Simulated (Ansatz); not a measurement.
# SnS2: the cost of one run

Computed with Ansatz 0.2.0 (DFT PBEsol, scalar-relativistic, plane waves, PAW, and further levels as typed in the inputs, unless a step's input says otherwise).

## (1) Starting point

It takes space group P-3m1 (No. 164, trigonal). The conventional cell has a = 3.670 Å, b = 3.670 Å, c = 5.890 Å, α = 90.00°, β = 90.00°, γ = 120.00°. Sn (site symmetry -3m) is surrounded by 6 S at 2.58 Å. Around S (site symmetry 3m) lie 3 Sn at 2.58 Å.

Structure file:

```xyz
3
Lattice="3.6700 0.0000 0.0000 -1.8350 3.1783 0.0000 0.0000 0.0000 5.8900" Properties=species:S:1:pos:R:3 pbc="T T T"
Sn    0.0000    0.0000    0.0000
S     0.0000    2.1189    1.4725
S     1.8350    1.0594    4.4175
```

## (2) Relaxing the atoms: SnS2, no spin

Input file input.yaml:

```yaml
crystal:
  lattice:
    - [3.67, 0.0, 0.0]
    - [-1.835, 3.1783132319, 0.0]
    - [0.0, 0.0, 5.89]
  atoms:
    - { symbol: Sn, position: [0.0, 0.0, 0.0] }
    - { symbol: S, position: [0.3333333333, 0.6666666667, 0.25] }
    - { symbol: S, position: [0.6666666667, 0.3333333333, 0.75] }
scf:
  occupations: { method: gaussian, width: 0.01 }
  n_extra_bands: 6
output:
  forces: true
  stress: true
  write_density: true
  write_potential: true
  elf: true
  volumetric_format: npy
kpoints:
  mp_grid: { grid: [12, 12, 8] }
hamiltonian:
  xc: pbesol
relax:
  f_tol: 0.003
  max_steps: 100
```

The run is started by

```sh
ansatz run input.yaml --threads 8 --pin off --max-ram 24576MiB --backend cpu --events-out ev --progress --plain --runs-dir out
```

What time and memory should one allow on 8 threads of Intel Xeon Platinum 8488C (Sapphire Rapids), shared host?

About 2.6 s, with a peak of 0.58 GiB.
